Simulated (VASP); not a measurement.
# C in VASP: equation of state

How stiff is C in PBE, and what volume does it want? The cell is scaled to several volumes.

Everything below comes from runs of VASP 6.6.1. Logs are shortened: lines on timing, memory, paths and dates and some standing lists are left out, and cuts for length are marked.

### 1 The structure

The cell holds a slab with vacuum, 2 atoms: a = 2.456 Å, b = 2.456 Å, c = 8.524 Å, α = 90.00°, β = 90.00°, γ = 120.00°.

The slab is cut from a database's or a generator's crystal, which needn't be the stable form of the element.

### 2 Equation of state, PBE, 20.93 Å³/atom (volume scaled by 0.94)

Contents of INCAR:

```
SYSTEM = C
  PREC = Accurate
  ENCUT = 520
  EDIFF = 1E-7
  ISMEAR = -1
  SIGMA = 0.05
  LREAL = .FALSE.
  LASPH = .TRUE.
  NELM = 60
  ALGO = Normal
  ISIF = 2
  LWAVE = .FALSE.
  LCHARG = .FALSE.
  GGA = PE
  NBANDS = 11
```

Contents of KPOINTS:

```
Automatic mesh
0
G
  12 12 3
  0 0 0
```

Contents of POSCAR:

```
C
1.0
    2.4060301715      0.0000000000      0.0000000000
   -1.2030150858      2.0836832508      0.0000000000
    0.0000000000      0.0000000000      8.3497993649
C
2
Direct
    0.6666666667      0.3333333333      0.0000000000
    0.3333333333      0.6666666667      0.0000000000
```

Potentials or basis: VASP PAW PBE potentials, release 64 (C).

The run is started by

```sh
> cat potpaw_PBE.64/C/POTCAR > POTCAR
> mpirun -np 1 vasp_std > vasp.out
```

OUTCAR:

```text
SYSTEM = C
   PREC = Accurate
   ENCUT = 520
   EDIFF = 1E-7
   ISMEAR = -1
   LREAL = .FALSE.
   LASPH = .TRUE.
   NELM = 60
   ISIF = 2
   GGA = PE

 ion  position               nearest neighbor table
   1  0.667  0.333  0.000-   2 1.39   2 1.39   2 1.39
   2  0.333  0.667  0.000-   1 1.39   1 1.39   1 1.39

  LATTYP: Found a hexagonal cell.
 ALAT       =     2.4060301715
 C/A-ratio  =     3.4703635323

  Lattice vectors:

 A1 = (   2.4060301715,   0.0000000000,   0.0000000000)
 A2 = (  -1.2030150858,   2.0836832508,   0.0000000000)
 A3 = (   0.0000000000,   0.0000000000,   8.3497993649)

Analysis of symmetry for initial positions (statically):
=====================================================================
 Subroutine PRICEL returns:
 Original cell was already a primitive cell.

 Routine SETGRP: Setting up the symmetry group for a
 hexagonal supercell.

 Subroutine GETGRP returns: Found 24 space group operations
 (whereof 24 operations were pure point group operations)
 out of a pool of 24 trial point group operations.

The static configuration has the point symmetry D_6h.

Analysis of symmetry for dynamics (positions and initial velocities):
=====================================================================
 Subroutine PRICEL returns:
 Original cell was already a primitive cell.

 Routine SETGRP: Setting up the symmetry group for a
 hexagonal supercell.

 Subroutine GETGRP returns: Found 24 space group operations
 (whereof 24 operations were pure point group operations)
 out of a pool of 24 trial point group operations.

The dynamic configuration has the point symmetry D_6h.

 Subroutine INISYM returns: Found 24 space group operations
 (whereof 24 operations are pure point group operations),
 and found     1 'primitive' translations

----------------------------------------------------------------------------------------

                                     Primitive cell

  volume of cell :      41.8609

  direct lattice vectors                    reciprocal lattice vectors
     2.406030171  0.000000000  0.000000000     0.415622386  0.239959696  0.000000000
    -1.203015086  2.083683251  0.000000000     0.000000000  0.479919393  0.000000000
     0.000000000  0.000000000  8.349799365     0.000000000  0.000000000  0.119763357

  length of vectors
     2.406030171  2.406030172  8.349799365     0.479919393  0.479919393  0.119763357

  position of ions in fractional coordinates (direct lattice)
     0.666666667  0.333333333  0.000000000
     0.333333333  0.666666667  0.000000000

  ion indices of the primitive-cell ions
   primitive index   ion index
                 1           1
                 2           2

----------------------------------------------------------------------------------------

 KPOINTS: Automatic mesh

Automatic generation of k-mesh.
 Grid dimensions read from file:
 generate k-points for:   12   12    3

 Generating k-lattice:

  Cartesian coordinates                     Fractional coordinates (reciprocal lattice)
     0.034635199  0.019996641  0.000000000     0.083333333 -0.000000000  0.000000000
     0.000000000  0.039993283  0.000000000     0.000000000  0.083333333  0.000000000
     0.000000000  0.000000000  0.039921119     0.000000000  0.000000000  0.333333333

  Length of vectors
     0.039993283  0.039993283  0.039921119

  Shift w.r.t. Gamma in fractional coordinates (k-lattice)
     0.000000000  0.000000000  0.000000000

 Subroutine IBZKPT returns following result:
 ===========================================

 Found     38 irreducible k-points:

 Following reciprocal coordinates:
            Coordinates               Weight
  0.000000  0.000000  0.000000      1.000000
  0.083333 -0.000000  0.000000      6.000000
  0.166667 -0.000000  0.000000      6.000000
  0.250000  0.000000  0.000000      6.000000
  0.333333  0.000000  0.000000      6.000000
  0.416667 -0.000000  0.000000      6.000000
[... 30 lines left out ...]
  0.333333  0.250000  0.333333     24.000000
  0.333333  0.333333  0.333333      4.000000
   k-points           NKPTS =     38   k-points in BZ     NKDIM =     38   number of bands    NBANDS=     11
   number of dos      NEDOS =    301   number of ions     NIONS =      2
   total plane-waves  NPLWV =  20736
   dimension x,y,z NGX =    18 NGY =   18 NGZ =   64
   dimension x,y,z NGXF=    36 NGYF=   36 NGZF=  128
   ions per type =               2
   NGX,Y,Z   is equivalent  to a cutoff of  12.44, 12.44, 12.74 a.u.
   NGXF,Y,Z  is equivalent  to a cutoff of  24.87, 24.87, 25.49 a.u.
 SYSTEM =  C
   PREC   = accura    normal or accurate (medium, high low for compatibility)
   ISTART =      0    job   : 0-new  1-cont  2-samecut
   ICHARG =      2    charge: 1-file 2-atom 10-const
   ISPIN  =      1    spin polarized calculation?
   LNONCOLLINEAR =      F non collinear calculations
   LSORBIT =      F    spin-orbit coupling
   LASPH  =      T    aspherical Exc in radial PAW
   ENCUT  =  520.0 eV  38.22 Ry    6.18 a.u.   4.47  4.47 15.53*2*pi/ulx,y,z
   NELM   =     60;   NELMIN=  2; NELMDL= -5     # of ELM steps
   EDIFF  = 0.1E-06   stopping-criterion for ELM
   LREAL  =      F    real-space projection
   EDIFFG = 0.1E-05   stopping-criterion for IOM
   NSW    =      0    number of steps for IOM
   IBRION =     -1    ionic relax: 0-MD 1-quasi-New 2-CG
   NFREE  =      0    steps in history (QN), initial steepest desc. (CG)
   ISIF   =      2    stress and relaxation
   ISYM   =      2    0-nonsym 1-usesym 2-fastsym
   POTIM  = 0.5000    time-step for ionic-motion
   TEBEG  =    0.0;   TEEND  =   0.0 temperature during run
   PSTRESS=    0.0 pullay stress
   NELECT =       8.0000    total number of electrons
   NUPDOWN=      -1.0000    fix difference up-down
   EMIN   =  10.00;   EMAX   =-10.00  energy-range for DOS
   EFERMI =   0.00;   METHOD = LEGACY
   ISMEAR =    -1;   SIGMA  =   0.05  broadening in eV -4-tet -1-fermi 0-gaus
   EFERMI_NEDOS =   21; number of points for ismear=-14 and -15
   IALGO  =     38    algorithm
   IMIX   =      4    mixing-type and parameters
     AMIX     =   0.40;   BMIX     =  1.00
     AMIX_MAG =   1.60;   BMIX_MAG =  1.00
  volume/ion in A,a.u.               =      20.93       141.25
  Fermi-wavevector in a.u.,A,eV,Ry     =   0.942979  1.781971 12.098421  0.889209
  Thomas-Fermi vector in A             =   2.070641
   LORBIT       =      0    0 simple, 1 ext, 2 COOP (PROOUT), +10 PAW based schemes
   GGA     = PE    functional components
   LHFCALC =     F    Hartree Fock is set to
   AEXX    =    0.0000 exact exchange contribution
   IVDW    =     0    specifies the selected vdW correction
   LEPSILON=     F    determine dielectric tensor
   LRPA    =     F    only Hartree local field effects (RPA)
 non-spin polarized calculation
  energy-cutoff  :      520.00
  volume of cell :       41.86
 maximum number of plane-waves:      1159
 NGX is ok and might be reduce to    18
   NGX =  9   NGY =  9   NGZ = 31

 number of electron       8.0000001 magnetization

 Free energy of the ion-electron system (eV)
  ---------------------------------------------------
  ext. energy  EPLUGINS =         0.00000000
  ---------------------------------------------------
  free energy    TOTEN  =       -18.35373608 eV

  energy without entropy =      -18.35181067  energy(sigma->0) =      -18.35277337

 E-fermi :  -0.3343     XC(G=0):  -5.1358

 val. band max:       -0.3342857336   @ k =   0.3333   0.3333   0.3333
 cond. band min:      -0.3342224333   @ k =   0.3333   0.3333   0.0000
 fundamental gap:      0.0000633003
 Fermi energy:        -0.3342646344

 k-point     1 :       0.0000    0.0000    0.0000
  band No.  band energies     occupation
      1     -20.4572      2.00000
      2      -8.4618      2.00000
      3      -3.3438      2.00000
      4      -3.3438      2.00000
      5       2.4028      0.00000
      6       4.8415      0.00000
      7       6.5975      0.00000
      8       8.4662      0.00000
      9       8.4662      0.00000
     10      12.0154      0.00000
     11      13.5926      0.00000

 k-point     2 :       0.0833   -0.0000    0.0000
  band No.  band energies     occupation
      1     -20.2860      2.00000
      2      -8.2540      2.00000
      3      -4.0143      2.00000
      4      -3.7096      2.00000
      5       2.6373      0.00000
      6       5.0714      0.00000
      7       6.8181      0.00000
      8       8.5614      0.00000
      9       9.2138      0.00000
     10      11.3903      0.00000
     11      13.7933      0.00000

 k-point     3 :       0.1667   -0.0000    0.0000
  band No.  band energies     occupation
      1     -19.7740      2.00000
      2      -7.6358      2.00000
      3      -5.7090      2.00000
      4      -4.5618      2.00000
      5       3.3412      0.00000
      6       5.7567      0.00000
      7       7.4740      0.00000
      8       8.6144      0.00000
      9       9.7267      0.00000
     10      11.1919      0.00000
     11      14.3770      0.00000

 k-point     4 :       0.2500    0.0000    0.0000
  band No.  band energies     occupation
      1     -18.9269      2.00000
      2      -7.8893      2.00000
      3      -6.6265      2.00000
      4      -5.5030      2.00000
      5       4.5130      0.00000
      6       6.8055      0.00000
      7       7.5260      0.00000
      8       8.2206      0.00000
      9       8.8117      0.00000
     10      13.9282      0.00000
     11      15.2640      0.00000
[... 435 lines left out ...]
 k-point    36 :       0.2500    0.2500    0.3333
  band No.  band energies     occupation
      1     -15.9730      2.00000
      2     -11.0360      2.00000
      3      -9.6717      2.00000
      4      -3.2643      2.00000
      5       2.6683      0.00000
      6       9.0032      0.00000
      7       9.7807      0.00000
      8      12.3107      0.00000
      9      12.6112      0.00000
     10      13.3101      0.00000
     11      14.9900      0.00000

 k-point    37 :       0.3333    0.2500    0.3333
  band No.  band energies     occupation
      1     -14.4579      2.00000
      2     -12.5597      2.00000
      3     -10.3979      2.00000
      4      -1.7801      2.00000
      5       1.0399      0.00000
      6      10.6305      0.00000
      7      11.3319      0.00000
      8      12.6902      0.00000
      9      12.9303      0.00000
     10      13.4494      0.00000
     11      15.3156      0.00000

 k-point    38 :       0.3333    0.3333    0.3333
  band No.  band energies     occupation
      1     -13.1512      2.00000
      2     -13.1512      2.00000
      3     -11.4457      2.00000
      4      -0.3343      1.00021
      5      -0.3343      1.00021
      6      10.3747      0.00000
      7      13.0701      0.00000
      8      13.0701      0.00000
      9      13.5711      0.00000
     10      14.7377      0.00000
     11      14.7378      0.00000

------------------------ aborting loop because EDIFF is reached ----------------------------------------

  FORCE on cell =-STRESS in cart. coord.  units (eV):
  Direction    XX          YY          ZZ          XY          YZ          ZX
  --------------------------------------------------------------------------------------
  -------------------------------------------------------------------------------------
  Total        3.6751360      3.6751360     -0.0116368     -0.0000000      0.0000000     -0.0000000
  in kB      140.6614827    140.6614827     -0.4453833     -0.0000000      0.0000000     -0.0000000
  external PRESSURE =      93.6258607 kB  Pullay stress =       0.0000000 kB

 VOLUME and BASIS-vectors are now :
 -----------------------------------------------------------------------------
  energy-cutoff  :      520.00
  volume of cell :       41.86
      direct lattice vectors                 reciprocal lattice vectors
     2.406030171  0.000000000  0.000000000     0.415622386  0.239959696  0.000000000
    -1.203015086  2.083683251  0.000000000     0.000000000  0.479919393  0.000000000
     0.000000000  0.000000000  8.349799365     0.000000000  0.000000000  0.119763357

 POSITION                                       TOTAL-FORCE (eV/Angst)
 -----------------------------------------------------------------------------------
      1.20302      0.69456      0.00000         0.000000     -0.000000      0.000000
     -0.00000      1.38912      0.00000        -0.000000      0.000000      0.000000
 -----------------------------------------------------------------------------------
    total drift:                                0.000000     -0.000000      0.000000

  FREE ENERGIE OF THE ION-ELECTRON SYSTEM (eV)
  ---------------------------------------------------
  free  energy   TOTEN  =       -18.3537360755 eV

  energy  without entropy=      -18.3518106668  energy(sigma->0) =      -18.35277337
```

It took 9.3 s on 1 thread of AMD EPYC 9R45 (Zen 5), shared host; peak memory 0.12 GiB.

What came out:

```
Free energy            : -18.3537 eV
Band gap on the k mesh : none (metal or under the smearing width)
```

### 3 Equation of state, PBE, 21.38 Å³/atom (volume scaled by 0.96)

Contents of INCAR:

```
PREC = Accurate
ENCUT = 520
EDIFF = 1E-7
ISMEAR = -1
SIGMA = 0.05
LREAL = F
LASPH = T
NELM = 100
ALGO = Normal
ISIF = 2
LWAVE = F
LCHARG = F
GGA = PE
NBANDS = 11
```

Contents of KPOINTS:

```
Automatic mesh
0
Gamma
  12 12 3
```

Contents of POSCAR:

```
C
1.0
    2.4229746043      0.0000000000      0.0000000000
   -1.2114873021      2.0983575600      0.0000000000
    0.0000000000      0.0000000000      8.4086027063
C
2
Direct
    0.6666666667      0.3333333333      0.0000000000
    0.3333333333      0.6666666667      0.0000000000
```

Potentials or basis: VASP PAW PBE potentials, release 64 (C).

The run is started by

```sh
> cat potpaw_PBE.64/C/POTCAR > POTCAR
> mpirun -np 1 vasp_std > vasp.out
```

Run time: 11 s. Hardware: 1 thread of AMD EPYC 9R45 (Zen 5), shared host; peak memory 0.11 GiB.

It converged, with:

- Free energy: -18.3981 eV
- Band gap on the k mesh: none (metal or under the smearing width)

### 4 Equation of state, PBE, 21.82 Å³/atom (volume scaled by 0.98)

Contents of INCAR:

```
PREC = Accurate ; ENCUT = 520
EDIFF = 1E-7 ; ISMEAR = -1
SIGMA = 0.05 ; LREAL = F
LASPH = T ; NELM = 80
ALGO = Normal ; ISIF = 2
LWAVE = F ; LCHARG = F
GGA = PE ; NBANDS = 11
```

Contents of KPOINTS:

```
regular mesh
0
Gamma
  12 12 3
```

Contents of POSCAR:

```
C
1.0
    2.4396853020      0.0000000000      0.0000000000
   -1.2198426510      2.1128294488      0.0000000000
    0.0000000000      0.0000000000      8.4665949023
C
2
Direct
    0.6666666667      0.3333333333      0.0000000000
    0.3333333333      0.6666666667      0.0000000000
```

The run is started by

```sh
> cat potpaw_PBE.64/C/POTCAR > POTCAR
> mpirun -np 1 vasp_std > vasp.out
```

Wall time 11 s (1 thread of AMD EPYC 9R45 (Zen 5), shared host); peak memory 0.11 GiB.

It converged, with:

```yaml
Free_energy: -18.4273 eV
Band_gap_on_the_k_mesh: none (metal or under the smearing width)
```

### 5 Equation of state, PBE, 22.71 Å³/atom (volume scaled by 1.02)

Contents of INCAR:

```
SYSTEM = C
PREC = Accurate
ENCUT = 520
EDIFF = 1E-7
ISMEAR = -1
SIGMA = 0.05
LREAL = .FALSE.
LASPH = .TRUE.
NELM = 80
ALGO = Normal
ISIF = 2
LWAVE = .FALSE.
LCHARG = .FALSE.
GGA = PE
NBANDS = 11
```

Contents of KPOINTS:

```
regular mesh
0
G
  12 12 3
  0 0 0
```

Contents of POSCAR:

```
C
1.0
    2.4724366638      0.0000000000      0.0000000000
   -1.2362183319      2.1411929601      0.0000000000
    0.0000000000      0.0000000000      8.5802540340
C
2
Direct
    0.6666666667      0.3333333333      0.0000000000
    0.3333333333      0.6666666667      0.0000000000
```

The run is started by

```sh
> cat potpaw_PBE.64/C/POTCAR > POTCAR
> mpirun -np 1 vasp_std > vasp.out
```

It took 10 s on 1 thread of AMD EPYC 9R45 (Zen 5), shared host; peak memory 0.12 GiB.

It converged, with:

```yaml
Free_energy: -18.4458 eV
Band_gap_on_the_k_mesh: none (metal or under the smearing width)
```

### 6 Equation of state, PBE, 23.16 Å³/atom (volume scaled by 1.04)

Contents of INCAR:

```
  PREC = Accurate
  ENCUT = 520
  EDIFF = 1E-7
  ISMEAR = -1
  SIGMA = 0.05
  LREAL = False
  LASPH = True
  NELM = 60
  ALGO = Normal
  ISIF = 2
  LWAVE = False
  LCHARG = False
  GGA = PE
  NBANDS = 11
```

Contents of KPOINTS:

```
regular mesh
0
Gamma
  12 12 3
```

Contents of POSCAR:

```
C
1.0
    2.4884918972      0.0000000000      0.0000000000
   -1.2442459486      2.1550972001      0.0000000000
    0.0000000000      0.0000000000      8.6359715305
C
2
Direct
    0.6666666667      0.3333333333      0.0000000000
    0.3333333333      0.6666666667      0.0000000000
```

Potentials or basis: VASP PAW PBE potentials, release 64 (C).

The run is started by

```sh
> cat potpaw_PBE.64/C/POTCAR > POTCAR
> mpirun -np 1 vasp_std > vasp.out
```

It took 13 s on 1 thread of AMD EPYC 9R45 (Zen 5), shared host; peak memory 0.12 GiB.

It converged, with:

- Free energy: -18.4372 eV
- Band gap on the k mesh: none (metal or under the smearing width)

### 7 Equation of state, PBE, 23.60 Å³/atom (volume scaled by 1.06)

Contents of INCAR:

```
  PREC = Accurate
  ENCUT = 520
  EDIFF = 1E-7
  ISMEAR = -1
  SIGMA = 0.05
  LREAL = F
  LASPH = T
  NELM = 60
  ALGO = Normal
  ISIF = 2
  LWAVE = F
  LCHARG = F
  GGA = PE
  NBANDS = 11
```

KPOINTS is that of step 6.

Contents of POSCAR:

```
C
1.0
    2.5043425914      0.0000000000      0.0000000000
   -1.2521712957      2.1688243040      0.0000000000
    0.0000000000      0.0000000000      8.6909792017
C
2
Direct
    0.6666666667      0.3333333333      0.0000000000
    0.3333333333      0.6666666667      0.0000000000
```

The run is started by

```sh
> cat potpaw_PBE.64/C/POTCAR > POTCAR
> mpirun -np 1 vasp_std > vasp.out
```

Wall time 16 s (1 thread of AMD EPYC 9R45 (Zen 5), shared host); peak memory 0.13 GiB.

It converged, with:

```yaml
Free_energy: -18.4181 eV
Band_gap_on_the_k_mesh: none (metal or under the smearing width)
```

### 8 Equation of state, PBE

No new run: the results of the series are fitted here.

Results:

- Equilibrium volume: 22.60 Å³/atom
- Bulk modulus at fixed shape and positions: 107 GPa
- Pressure derivative of the bulk modulus: 3.5

Energy against volume, from the lowest point:
```
volume (Å³/atom)  energy (meV/atom)
          20.930              46.01
          21.376              23.84
          21.821               9.22
          22.266               1.46
          22.712               0.00
          23.157               4.27
          23.602              13.81
```

Caveat: the cell was scaled at fixed shape and fractional positions, which overstates the stiffness of a crystal with free parameters, most of all of layers and chains.
